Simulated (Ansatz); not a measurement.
# BeZn2P2 (built on the sites of a database entry of CaZn2P2): following an unstable mode, part 3 of 3

Wanted: the energy along a soft mode of BeZn2P2 (built on the sites of a database entry of CaZn2P2) and the structure at the end.

Ansatz 0.2.0; DFT PBEsol, scalar-relativistic, plane waves, PAW.

So far. Step 4 (The mode frozen in, largest atomic shift 0.32 Å): The run ends at a pressure of 1.39 GPa, with forces up to 0.37 eV/Å. Step 5 (Energy along the mode, all amplitudes (two of the runs …): The lowest of the steps tried is at 0.32 Å, 4.65 meV/atom below the parent; the bottom of the well need not coincide with a step.

The structure was built from a prototype and need not be the compound's stable phase.

**7. The new phase in its own primitive cell (continued)**

Little changed from the start: no atom moved by 0.005 Å and no cell edge by 0.1 %.

This step gave:

* pressure: 9.50e-4 GPa

The largest force component left is 0.34 meV/Å and the pressure is 0.001 GPa, within the tolerances set. The cell now holds 15.29 Å³/atom.

**8. Modes of the new phase, k-mesh 10×10×6**

A relaxed structure may still be a saddle point, so its zone-centre modes are computed. No field response is asked, since the mesh shows no gap.

Input file input.yaml:

```yaml
crystal:
  lattice:
    - [3.0942928794, -2.0846959958, -0.0002783407]
    - [3.0942928794, 2.0846959958, -0.0002783407]
    - [-1.0584352931, 0.0, 5.9242923417]
  atoms:
    - { symbol: Be, position: [0.2072291804, 0.7927708196, 0.5] }
    - { symbol: Zn, position: [0.3179355258, 0.3581988089, 0.1320604331] }
    - { symbol: Zn, position: [0.6418011911, 0.6820644742, 0.8679395669] }
    - { symbol: P, position: [0.2233510442, 0.3280759095, 0.7131204851] }
    - { symbol: P, position: [0.6719240905, 0.7766489558, 0.2868795149] }
kpoints:
  mp_grid: { grid: [10, 10, 6] }
hamiltonian:
  xc: pbesol
scf:
  occupations: { method: methfessel_paxton, width: 0.2 }
output:
  eigenvalues: true
phonons:
  method: dfpt
```

Run with:

```sh
$ ansatz run input.yaml --threads 8 --pin off --max-ram 14336MiB --backend cpu --events-out ev --progress --plain --runs-dir out
```

Numbers of over 12 decimals in the logs are rounded to 6 here.

The program printed:

```text
[...]
Crystal: 5 atoms, lattice volume = 76.430 Å³
Basis set: ecut = 420 eV, 1473 PW (Γ), exchange–correlation on 50×50×90 points (8 copies of the dense FFT grid, shifted against one another)
Bands: 23, of which v1, the nominal top of the filled ones, is band 18 counted from 1 (17 counted from 0)
Symmetry: 2 space group operations
k-points: 304 of 600 (irreducible under 1 space group operation, time reversal used)
[...]
SCF iter   1: F=—  HF=-8132.853640 eV  |F-HF|=—  |Δ(HF+E_count)|=         —  Δρ=4.44e-3  dr2=1.53e-2  ethr=1.77e-3  ⟨swp⟩=6.4  Hψ=38401  notcnv=0
[...]
SCF iter  12: F=-8132.849014 eV  HF=-8132.849014 eV  |F-HF|=2.73e-12  |Δ(HF+E_count)|=  1.82e-12  S|Δr|=    0.00e0  Δρ=1.98e-8  dr2=5.28e-13  ethr=1.00e-12  ⟨swp⟩=5.0  Hψ=29826  notcnv=0
SCF 1 converged in 12 iterations: F = -8132.849014 eV  dr2 = 5.28e-13
[...]
DFPT response loops at Γ: preconditioner auto → Kerker (q_TF=auto, 2.407 Å⁻¹) (partly filled bands, converged f_vac=0.000); β = 1.00, the filter's whole step (`scf.mixing.beta` (0.50) is not read by the response loops under this deck's `scf.mixing.preconditioner`; to damp them name `kerker` or `kerker_dos`, under which they read `scf.mixing.beta`, and type it under 1.00, their step now; both keys bind the ground state too); Broyden in place of MSR1
SCF converged after 12 iterations
[...]
Free energy (F): -8132.849014 eV
[...]
Internal energy: -8132.849504 eV  (E = F + TS)
E sigma→0 (E₀):  -8132.849137 eV
Entropy (-TS):   0.000490 eV (0.098 meV/atom)
Fermi energy:    8.702846 eV
[...]
--- Band table (eV; the first three rows and the last of 304) ---
  k-point 0: bands = [... 14 lower, 7.2143, 8.2772, 8.5828, 8.8764, 9.5250, 10.4792, 11.9674, 12.2423, ... 1 higher]
  k-point 1: bands = [... 14 lower, 7.2534, 7.9695, 8.2046, 8.6737, 9.4766, 10.8826, 12.1448, 12.4551, ... 1 higher]
  k-point 2: bands = [... 14 lower, 6.7704, 7.4597, 7.8708, 8.3094, 9.6894, 10.9017, 12.4423, 12.7023, ... 1 higher]
  k-point 303: bands = [... 14 lower, 4.9591, 5.3742, 5.9516, 6.1577, 9.5541, 9.9971, 11.6756, 12.0572, ... 1 higher]
--- Phonons (Γ-DFPT): 9 representative perturbations + reference, on 304 of 600 k-points (Σ response iterations 35) ---
  k mesh reduced under 1 symmetry operation, with k and −k counted as one. Each operation leaves every solved perturbation unchanged. A smaller set is not used because it would not reduce the number of displacements times k-points to solve
  ASR residual: 4.887e-5 → 0.000e0 eV/Å²; symmetrization residual: 2.592e-6 eV/Å²
  ASR residual per site (eV/Å²): 4.89e-5 1.30e-5 1.30e-5 1.21e-5 1.21e-5
[...]
non-analytic LO–TO correction: not included (Born effective charges unavailable; polar crystals: no LO–TO splitting at Γ)
```

Wall time 61 s (8 threads of Intel Xeon Platinum 8488C (Sapphire Rapids), shared host); peak memory 2.2 GiB.

Numbers from this step:

```
sum-rule residual before enforcement                    : 4.89e-5 eV/Å²
point group                                             : 2
highest optical mode at the zone centre (no LO-TO term) : 513.7 cm⁻¹
lowest optical zone-centre mode                         : 88.63 cm⁻¹
```

Patterns of degenerate modes are one choice out of their space. Modes at Γ, with each element's share of the kinetic energy:

```tsv
mode	frequency (cm⁻¹)	symmetry	Be %	Zn %	P %
1	0.0	acoustic	4	65	31
2	0.0	acoustic	4	65	31
3	0.0	acoustic	4	65	31
4	88.6	B	2	65	33
5	98.5	A	1	84	15
6	145.0	A	1	89	11
7	160.9	B	17	35	48
8	194.7	A	27	30	43
9	229.8	B	4	32	65
10	286.9	A	3	19	79
11	315.4	B	2	35	63
12	325.3	A	1	13	86
13	401.4	A	63	1	36
14	423.7	B	75	2	23
15	513.7	B	92	2	7
```

Displacements in mode 4 (88.6 cm⁻¹), the largest set to 1:
```
Be1  0.67  0.00 -0.10
Zn2 -0.01 -0.98 -0.01
Zn3 -0.01  0.98 -0.01
P4  -0.07  1.00  0.04
P5  -0.07 -1.00  0.04
```

Displacements in mode 14 (423.7 cm⁻¹), the largest set to 1:
```
Be1  1.00  0.00 -0.45
Zn2  0.03  0.01  0.03
Zn3  0.03 -0.01  0.03
P4  -0.21 -0.09  0.01
P5  -0.21  0.09  0.01
```

Before it was imposed, the acoustic sum rule was missed by 4.9e-5 eV/Å². Small misses are needed for a sound result but don't prove that mesh and cutoff are converged. The lowest optical mode is real, 88.6 cm⁻¹.

**9. Outcome**

* unstable mode of the parent: q = (0, 0, 0), 154i cm⁻¹
* depth at the lowest point sampled: 4.65 meV/atom
* largest atomic shift at that point: 0.32 Å
* space group reached (within 0.01 Å): C2
* energy gained over the parent (first relaxation, on the mesh of the frozen mode): 152 meV/atom
* volume per atom, phase reached: 15.3 Å³
* lowest optical zone-centre mode, phase reached: 88.6 cm⁻¹
* highest optical mode at the zone centre (no LO-TO term), phase reached: 514 cm⁻¹

In words: Along this mode the structure falls into C2, 152 meV/atom below the parent. At the parent's cell the well is 4.649 meV/atom deep on the steps tried, with its lowest point at a shift of 0.32 Å. Relaxing atoms and cell changes the gain by +147.23 meV/atom against the lowest step (energies at zero smearing). Most of the total comes from this relaxation. The new phase has no imaginary mode at the zone centre of its cell; other wavevectors were not checked. Of the 3 patterns followed to their end from this parent, this one reaches the lowest energy. Each path keeps the symmetry of its pattern, so a lower phase may lie along a pattern not tried. With no gap, or one that is small against the smearing, the frequencies hang on the k mesh and the smearing, most of all near Kohn anomalies. The starting cell was built on a prototype and not taken from a measurement, so the phase need not exist.

[Logs are printed without paths, hosts, clocks, repeated set-up lines and the standing remarks that a program may print on its own settings, such as how far it seeks lower states.]

[Hosts, paths, dates, database ids (printed as entryN), source tags and the programs' standing remarks are cut or masked in the printed files.]
